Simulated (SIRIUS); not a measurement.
# C (P6_3/mmc) in SIRIUS: convergence with empty bands

Aim: find how far empty bands must go before the results for C settle, at PBE. This setting moves, with any that are tied to it; all else stays.

The COD entry that gives the cell may itself be a prediction, so a difference from it is no test against experiment.

All numbers are computed with SIRIUS 7.10.0; they aren't measurements. Logs are shortened: lines on timing, memory, paths and dates and some standing lists are left out, and cuts for length are marked. The log counts tension as positive stress, the text compression.

**1. The structure**

Symmetry: P6_3/mmc, No. 194, hexagonal system. The conventional cell has a = 2.522 Å, b = 2.522 Å, c = 12.356 Å, α = 90.00°, β = 90.00°, γ = 120.00°. C (site symmetry 3m) is surrounded by 4 C at 1.54 Å. C (site symmetry 3m) is surrounded by 4 C at 1.54 Å. C (site symmetry 3m) is surrounded by 4 C at 1.54 Å.

This is a hexagonal form of diamond, not graphite.

**2. With empty bands 1**

sirius.json

```json
{
  "control": {
    "processing_unit": "cpu",
    "verbosity": 2,
    "num_bands_to_print": 25,
    "print_forces": true,
    "print_stress": true
  },
  "parameters": {
    "electronic_structure_method": "pseudopotential",
    "xc_functionals": ["XC_GGA_X_PBE", "XC_GGA_C_PBE"],
    "gk_cutoff": 9.1,
    "pw_cutoff": 18.2,
    "ngridk": [6, 6, 2],
    "shiftk": [0, 0, 0],
    "smearing": "gaussian",
    "smearing_width": 0.0018374661,
    "num_bands": 25,
    "num_mag_dims": 0,
    "num_dft_iter": 100,
    "energy_tol": 1e-08,
    "density_tol": 1e-06
  },
  "iterative_solver": {
    "type": "davidson",
    "min_tolerance": 1e-10
  },
  "mixer": {
    "type": "anderson",
    "beta": 0.7,
    "max_history": 8
  },
  "settings": {
    "tol_ne": 1e-10
  },
  "unit_cell": {
    "lattice_vectors": [
      [4.766078258919, 0.0, 0.0],
      [-2.383039129459, 4.127544848677, 0.0],
      [0.0, 0.0, 23.348889078039]
    ],
    "atom_coordinate_units": "lattice",
    "atom_types": ["C"],
    "atom_files": {
      "C": "C.json"
    },
    "atoms": {
      "C": [
        [0.6666666667, 0.3333333333, 0.35417],
        [0.3333333333, 0.6666666667, 0.85417],
        [0.6666666667, 0.3333333333, 0.14583],
        [0.3333333333, 0.6666666667, 0.64583],
        [0.6666666667, 0.3333333333, 0.47917],
        [0.3333333333, 0.6666666667, 0.97917],
        [0.6666666667, 0.3333333333, 0.02083],
        [0.3333333333, 0.6666666667, 0.52083],
        [0.0, 0.0, 0.8125],
        [0.0, 0.0, 0.3125],
        [0.0, 0.0, 0.6875],
        [0.0, 0.0, 0.1875]
      ]
    }
  }
}
```

Potentials or basis: PseudoDojo 0.5 PBE stringent (scalar relativistic).

Launch:

```sh
upf_to_json C.upf
OMP_NUM_THREADS=1 sirius.scf --input=sirius.json --output=out.json --task=0
```

Log:

```text
[info] SIRIUS version : 7.10.0
[info] number of MPI ranks           : 1
[info] MPI grid                      : 1 1
[info] maximum number of OMP threads : 1
[fft] FFT context for density and potential
[fft] =====================================
[fft]   comm size                             : 1
[fft]   plane wave cutoff                     : 18.2
[fft]   grid size                             : 30 30 144   total : 129600
[fft]   grid limits                           : -14 15   -14 15   -71 72
[fft]   number of G-vectors within the cutoff : 23321
[fft]   local number of G-vectors             : 23321
[fft]   number of G-shells                    : 2493
[fft] FFT context for coarse grid
[fft] =====================================
[fft]   comm size                             : 1
[fft]   plane wave cutoff                     : 18.2
[fft]   grid size                             : 30 30 144   total : 129600
[fft]   grid limits                           : -14 15   -14 15   -71 72
[fft]   number of G-vectors within the cutoff : 23321
[fft]   local number of G-vectors             : 23321
[fft]   number of G-shells                    : 2493
[unit cell] lattice vectors
[unit cell]   a1 :       4.7660782589      0.0000000000      0.0000000000
[unit cell]   a2 :      -2.3830391295      4.1275448487      0.0000000000
[unit cell]   a3 :       0.0000000000      0.0000000000     23.3488890780
[unit cell] reciprocal lattice vectors
[unit cell]   b1 :       1.3183134992      0.7611286537     -0.0000000000
[unit cell]   b2 :       0.0000000000      1.5222573073      0.0000000000
[unit cell]   b3 :       0.0000000000     -0.0000000000      0.2690999681
[unit cell] unit cell volume :       459.32405695 [a.u.^3]
[unit cell] 1/sqrt(omega)    :         0.04665953
[unit cell] MT volume        :         0.00000000 ( 0.00%)
[unit cell] IT volume        :       459.32405695 (100.00%)
[unit cell] number of atom types : 1
[unit cell] type id : 0 symbol :  C mt_radius :  12.470000 num_atoms : 12
[unit cell] total number of atoms : 12
[unit cell] number of symmetry classes : 3
[unit cell] number of PAW atoms : 0
[unit cell] atom id  type id  class id             position                      vector_field
[unit cell] ------------------------------------------------------------------------------------------
[unit cell]      0        0        0      0.66667   0.33333   0.35417      0.00000   0.00000   0.00000
[unit cell]      1        0        0      0.33333   0.66667   0.85417      0.00000   0.00000   0.00000
[unit cell]      2        0        0      0.66667   0.33333   0.14583      0.00000   0.00000   0.00000
[unit cell]      3        0        0      0.33333   0.66667   0.64583      0.00000   0.00000   0.00000
[unit cell]      4        0        1      0.66667   0.33333   0.47917      0.00000   0.00000   0.00000
[unit cell]      5        0        1      0.33333   0.66667   0.97917      0.00000   0.00000   0.00000
[unit cell]      6        0        1      0.66667   0.33333   0.02083      0.00000   0.00000   0.00000
[unit cell]      7        0        1      0.33333   0.66667   0.52083      0.00000   0.00000   0.00000
[unit cell]      8        0        2      0.00000   0.00000   0.81250      0.00000   0.00000   0.00000
[unit cell]      9        0        2      0.00000   0.00000   0.31250      0.00000   0.00000   0.00000
[unit cell]     10        0        2      0.00000   0.00000   0.68750      0.00000   0.00000   0.00000
[unit cell]     11        0        2      0.00000   0.00000   0.18750      0.00000   0.00000   0.00000
[unit cell] atom id         position (Cartesian, a.u.)
[unit cell] ---------------------------------------------
[unit cell]      0       2.383039    1.375848    8.269476
[unit cell]      1      -0.000000    2.751697   19.943921
[unit cell]      2       2.383039    1.375848    3.404968
[unit cell]      3      -0.000000    2.751697   15.079413
[unit cell]      4       2.383039    1.375848   11.188087
[... 448 lines left out ...]
[ground_state]     0.000000    0.000000 3091.850431
[ground_state] === stress_nonloc ===
[ground_state]  2013.742467   -0.000000    0.000000
[ground_state]    -0.000000 2013.742467    0.000000
[ground_state]     0.000000    0.000000 2008.601994
[ground_state] === stress_us_nl ===
[ground_state]  2013.742467   -0.000000    0.000000
[ground_state]    -0.000000 2013.742467    0.000000
[ground_state]     0.000000    0.000000 2008.601994
[ground_state] === stress_total ===
[ground_state]     4.072925   -0.000000    0.000000
[ground_state]    -0.000000    4.072925    0.000000
[ground_state]     0.000000    0.000000  -74.683410
[ground_state] ==== total Forces in Ha/bohr =====
[ground_state] atom:    0, force:      -0.0000000     -0.0000000      0.0059193
[ground_state] atom:    1, force:       0.0000000      0.0000000      0.0059193
[ground_state] atom:    2, force:      -0.0000000     -0.0000000     -0.0059193
[ground_state] atom:    3, force:       0.0000000      0.0000000     -0.0059193
[ground_state] atom:    4, force:       0.0000000     -0.0000000     -0.0003976
[ground_state] atom:    5, force:      -0.0000000      0.0000000     -0.0003976
[ground_state] atom:    6, force:       0.0000000     -0.0000000      0.0003976
[ground_state] atom:    7, force:       0.0000000      0.0000000      0.0003976
[ground_state] atom:    8, force:      -0.0000000      0.0000000      0.0065881
[ground_state] atom:    9, force:       0.0000000     -0.0000000      0.0065881
[ground_state] atom:   10, force:      -0.0000000      0.0000000     -0.0065881
[ground_state] atom:   11, force:       0.0000000     -0.0000000     -0.0065881
[ground_state] ==== ultrasoft contribution from Qij =====
[ground_state] atom:    0, force:       0.0000000      0.0000000      0.0000000
[ground_state] atom:    1, force:       0.0000000      0.0000000      0.0000000
[ground_state] atom:    2, force:       0.0000000      0.0000000      0.0000000
[ground_state] atom:    3, force:       0.0000000      0.0000000      0.0000000
[ground_state] atom:    4, force:       0.0000000      0.0000000      0.0000000
[ground_state] atom:    5, force:       0.0000000      0.0000000      0.0000000
[ground_state] atom:    6, force:       0.0000000      0.0000000      0.0000000
[ground_state] atom:    7, force:       0.0000000      0.0000000      0.0000000
[ground_state] atom:    8, force:       0.0000000      0.0000000      0.0000000
[ground_state] atom:    9, force:       0.0000000      0.0000000      0.0000000
[ground_state] atom:   10, force:       0.0000000      0.0000000      0.0000000
[ground_state] atom:   11, force:       0.0000000      0.0000000      0.0000000
[ground_state] ==== non-local contribution from Beta-projector =====
[ground_state] atom:    0, force:      -0.0000000     -0.0000000      0.0011001
[ground_state] atom:    1, force:       0.0000000      0.0000000      0.0011001
[ground_state] atom:    2, force:      -0.0000000     -0.0000000     -0.0011001
[ground_state] atom:    3, force:       0.0000000      0.0000000     -0.0011001
[ground_state] atom:    4, force:       0.0000000     -0.0000000     -0.0005526
[ground_state] atom:    5, force:      -0.0000000      0.0000000     -0.0005526
[ground_state] atom:    6, force:       0.0000000     -0.0000000      0.0005526
[ground_state] atom:    7, force:       0.0000000      0.0000000      0.0005526
[ground_state] atom:    8, force:      -0.0000000      0.0000000      0.0019743
[ground_state] atom:    9, force:       0.0000000     -0.0000000      0.0019743
[ground_state] atom:   10, force:      -0.0000000      0.0000000     -0.0019743
[ground_state] atom:   11, force:       0.0000000     -0.0000000     -0.0019743
[ground_state] ==== contribution from local potential =====
[ground_state] atom:    0, force:      -0.0000000      0.0000000     -0.0232152
[ground_state] atom:    1, force:       0.0000000     -0.0000000     -0.0232152
[ground_state] atom:    2, force:      -0.0000000      0.0000000      0.0232152
[ground_state] atom:    3, force:       0.0000000      0.0000000      0.0232152
[ground_state] atom:    4, force:       0.0000000      0.0000000     -0.0002527
[ground_state] atom:    5, force:       0.0000000      0.0000000     -0.0002527
[ground_state] atom:    6, force:       0.0000000      0.0000000      0.0002527
[ground_state] atom:    7, force:       0.0000000      0.0000000      0.0002527
[ground_state] atom:    8, force:       0.0000000      0.0000000      0.0048155
[ground_state] atom:    9, force:      -0.0000000     -0.0000000      0.0048155
[ground_state] atom:   10, force:       0.0000000      0.0000000     -0.0048155
[ground_state] atom:   11, force:      -0.0000000     -0.0000000     -0.0048155
[ground_state] ==== contribution from core density =====
[ground_state] atom:    0, force:       0.0000000     -0.0000000      0.0000066
[ground_state] atom:    1, force:       0.0000000      0.0000000      0.0000066
[ground_state] atom:    2, force:       0.0000000     -0.0000000     -0.0000066
[ground_state] atom:    3, force:       0.0000000      0.0000000     -0.0000066
[ground_state] atom:    4, force:      -0.0000000     -0.0000000      0.0000246
[ground_state] atom:    5, force:       0.0000000     -0.0000000      0.0000246
[ground_state] atom:    6, force:      -0.0000000      0.0000000     -0.0000246
[ground_state] atom:    7, force:       0.0000000     -0.0000000     -0.0000246
[ground_state] atom:    8, force:       0.0000000      0.0000000     -0.0000264
[ground_state] atom:    9, force:       0.0000000      0.0000000     -0.0000264
[ground_state] atom:   10, force:      -0.0000000      0.0000000      0.0000264
[ground_state] atom:   11, force:       0.0000000      0.0000000      0.0000264
[ground_state] ==== Ewald forces from ions =====
[ground_state] atom:    0, force:       0.0000000     -0.0000000      0.0280276
[ground_state] atom:    1, force:       0.0000000      0.0000000      0.0280276
[ground_state] atom:    2, force:       0.0000000     -0.0000000     -0.0280276
[ground_state] atom:    3, force:       0.0000000      0.0000000     -0.0280276
[ground_state] atom:    4, force:       0.0000000      0.0000000      0.0003830
[ground_state] atom:    5, force:       0.0000000     -0.0000000      0.0003830
[ground_state] atom:    6, force:       0.0000000      0.0000000     -0.0003830
[ground_state] atom:    7, force:       0.0000000     -0.0000000     -0.0003830
[ground_state] atom:    8, force:       0.0000000     -0.0000000     -0.0001754
[ground_state] atom:    9, force:       0.0000000      0.0000000     -0.0001754
[ground_state] atom:   10, force:       0.0000000      0.0000000      0.0001754
[ground_state] atom:   11, force:       0.0000000     -0.0000000      0.0001754
[~DFT_ground_state] local op. applied: 15888
[~DFT_ground_state] evp. work count: 2687.94
[~DFT_ground_state] number of iterative solver steps: 651
```

It took 1.7 min on 1 thread of Arm Neoverse V1, shared host; peak memory 0.39 GiB.

What came out:

| Item | Value |
| --- | --- |
| Free energy | -1965.2855 eV |
| Pressure | 2.2 GPa |
| Largest force | 0.339 eV/Å |
| Band gap on the k mesh | 4.43 eV |

**3. With empty bands 2**

Changes to sirius.json since step 2:

```diff
@@ -4,3 +4,3 @@
     "verbosity": 2,
-    "num_bands_to_print": 25,
+    "num_bands_to_print": 26,
     "print_forces": true,
@@ -17,3 +17,3 @@
     "smearing_width": 0.0018374661,
-    "num_bands": 25,
+    "num_bands": 26,
     "num_mag_dims": 0,
```

Potentials or basis: PseudoDojo 0.5 PBE stringent (scalar relativistic).

Launch:

```sh
upf_to_json C.upf
OMP_NUM_THREADS=1 sirius.scf --input=sirius.json --output=out.json --task=0
```

Wall time 1.8 min (1 thread of Arm Neoverse V1, shared host); peak memory 0.39 GiB.

Results (log left out):

```yaml
Free_energy: -1965.2855 eV
Pressure: 2.2 GPa
Largest_force: 0.339 eV/Å
Band_gap_on_the_k_mesh: 4.43 eV
```

**4. With empty bands 3**

Changes to sirius.json since step 3:

```diff
@@ -4,3 +4,3 @@
     "verbosity": 2,
-    "num_bands_to_print": 26,
+    "num_bands_to_print": 27,
     "print_forces": true,
@@ -17,3 +17,3 @@
     "smearing_width": 0.0018374661,
-    "num_bands": 26,
+    "num_bands": 27,
     "num_mag_dims": 0,
@@ -37,6 +37,7 @@
     "lattice_vectors": [
-      [4.766078258919, 0.0, 0.0],
-      [-2.383039129459, 4.127544848677, 0.0],
-      [0.0, 0.0, 23.348889078039]
+      [1.0, 0.0, 0.0],
+      [-0.5, 0.86602540379, 0.0],
+      [0.0, 0.0, 4.898973077991]
     ],
+    "lattice_vectors_scale": 4.7660782589,
     "atom_coordinate_units": "lattice",
```

Launch:

```sh
upf_to_json C.upf
OMP_NUM_THREADS=1 sirius.scf --input=sirius.json --output=out.json --task=0
```

Wall time 2.3 min (1 thread of Arm Neoverse V1, shared host); peak memory 0.39 GiB.

It converged, with:

| Item | Value |
| --- | --- |
| Free energy | -1965.2855 eV |
| Pressure | 2.2 GPa |
| Largest force | 0.339 eV/Å |
| Band gap on the k mesh | 4.43 eV |

**5. With empty bands 4**

Changes to sirius.json since step 4:

```diff
@@ -4,3 +4,3 @@
     "verbosity": 2,
-    "num_bands_to_print": 27,
+    "num_bands_to_print": 28,
     "print_forces": true,
@@ -17,3 +17,3 @@
     "smearing_width": 0.0018374661,
-    "num_bands": 27,
+    "num_bands": 28,
     "num_mag_dims": 0,
```

Launch:

```sh
upf_to_json C.upf
OMP_NUM_THREADS=1 sirius.scf --input=sirius.json --output=out.json --task=0
```

Wall time 2 min (1 thread of Arm Neoverse V1, shared host); peak memory 0.39 GiB.

The run converged. Its results:

| Property | Result |
| --- | --- |
| Free energy | -1965.2855 eV |
| Pressure | 2.2 GPa |
| Largest force | 0.339 eV/Å |
| Band gap on the k mesh | 4.43 eV |

**6. With empty bands 6**

Changes to sirius.json since step 5:

```diff
@@ -4,3 +4,3 @@
     "verbosity": 2,
-    "num_bands_to_print": 28,
+    "num_bands_to_print": 30,
     "print_forces": true,
@@ -17,3 +17,3 @@
     "smearing_width": 0.0018374661,
-    "num_bands": 28,
+    "num_bands": 30,
     "num_mag_dims": 0,
```

Potentials or basis: PseudoDojo 0.5 PBE stringent (scalar relativistic).

Launch:

```sh
upf_to_json C.upf
OMP_NUM_THREADS=1 sirius.scf --input=sirius.json --output=out.json --task=0
```

Run time: 2 min. Hardware: 1 thread of Arm Neoverse V1, shared host; peak memory 0.4 GiB.

Results (log left out):

* Free energy: -1965.2855 eV
* Pressure: 2.2 GPa
* Largest force: 0.339 eV/Å
* Band gap on the k mesh: 4.43 eV

**7. With empty bands 10**

Changes to sirius.json since step 6:

```diff
@@ -4,3 +4,3 @@
     "verbosity": 2,
-    "num_bands_to_print": 30,
+    "num_bands_to_print": 34,
     "print_forces": true,
@@ -17,3 +17,3 @@
     "smearing_width": 0.0018374661,
-    "num_bands": 30,
+    "num_bands": 34,
     "num_mag_dims": 0,
```

Launch:

```sh
upf_to_json C.upf
OMP_NUM_THREADS=1 sirius.scf --input=sirius.json --output=out.json --task=0
```

It took 2.2 min on 1 thread of Arm Neoverse V1, shared host; peak memory 0.41 GiB.

It converged, with:

| Quantity | Value |
| --- | --- |
| Free energy | -1965.2855 eV |
| Pressure | 2.2 GPa |
| Largest force | 0.339 eV/Å |
| Band gap on the k mesh | 4.43 eV |

**8. With empty bands 16**

Changes to sirius.json since step 7:

```diff
@@ -4,3 +4,3 @@
     "verbosity": 2,
-    "num_bands_to_print": 34,
+    "num_bands_to_print": 40,
     "print_forces": true,
@@ -17,3 +17,3 @@
     "smearing_width": 0.0018374661,
-    "num_bands": 34,
+    "num_bands": 40,
     "num_mag_dims": 0,
```

Launch:

```sh
upf_to_json C.upf
OMP_NUM_THREADS=1 sirius.scf --input=sirius.json --output=out.json --task=0
```

Wall time 2.7 min (1 thread of Arm Neoverse V1, shared host); peak memory 0.42 GiB.

Results (log left out):

| Property | Result |
| --- | --- |
| Free energy | -1965.2855 eV |
| Pressure | 2.2 GPa |
| Largest force | 0.339 eV/Å |
| Band gap on the k mesh | 4.43 eV |

**9. Result**

```csv
empty bands,"energy less the tightest run, at zero smearing (meV/atom)",SCF cycles,CPU time (s),peak memory (GiB)
1,0.00,21,100,0.39
2,0.00,21,110,0.39
3,0.00,26,140,0.39
4,0.00,21,120,0.39
6,0.00,20,120,0.4
10,0.00,20,130,0.41
16,0.00,18,160,0.42
```

Against the tightest run, the energy stays within 1 meV/atom from 1 on. The tightest run that finished is the yardstick and may itself not be fully converged.

Caveats: all runs use coarse meshes.
